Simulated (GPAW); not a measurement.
# Full monolayers on Ru(0001): dipole and work function

One adsorbate to each surface atom of Ru(0001). How do the overlayers move the work function, and does the slab's dipole account for it?

Set-up. GPAW 26.7.0, plane waves with PAW setups, PBE; 4 layers of Ru at the tabulated lattice constant, the lower ones held, adsorbate and upper ones relaxed in a 1×1 cell of 6.313 Å², a dipole layer in the vacuum. The dipole counts positive along the outward normal of the covered face; e/ε0 = 180.95 V Å.

The runs, one held back:

```tsv
adsorbate	height (Å)	dipole (e Å)	bare face (eV)	covered face (eV)
CO	1.57	−0.0835	5.02	7.39
N	1.21	−0.0744	5.04	7.16
C	1.15	−0.0228	5.02	5.67
Cl	2.03	0.0064	5.01	4.82
S	1.75	0.0233	5.10	4.43
Si	2.43	0.0233	5.02	4.35
B	1.28	0.0353	5.05	4.04
Li	2.19	0.0470	5.06	?
```

**Question.** What is the work function of the face covered with Li?

**Working.** A layer of dipoles p on area A makes a potential step of −e p/(ε0 A), so the covered face lies below the bare one by 180.95 × 0.0470 / 6.313 = 1.35 eV, which gives 5.06 − 1.35 = 3.71 eV; the run gives 3.72 eV. Over the whole set the covered face runs from 7.39 eV (CO) to 3.72 eV (Li), while the bare lower face stays between 5.01 and 5.10 eV. Among the 7 single atoms the step follows the electronegativity loosely (r = 0.69); CO stands apart, since a molecule brings its own dipole. The agreement is built in: with a dipole layer the step equals the dipole term up to numerical noise, so it checks the arithmetic, not the physics.

**Limits.** One starting site was tried for each adsorbate, and a full monolayer is often more than a real surface holds. 4 layers are thin, so the bare face feels the overlayer. No run was spin-polarised, so magnetic states weren't tested.

[Logs are printed without paths, hosts, clocks, repeated set-up lines and the standing remarks that a program may print on its own settings, such as how far it seeks lower states.]
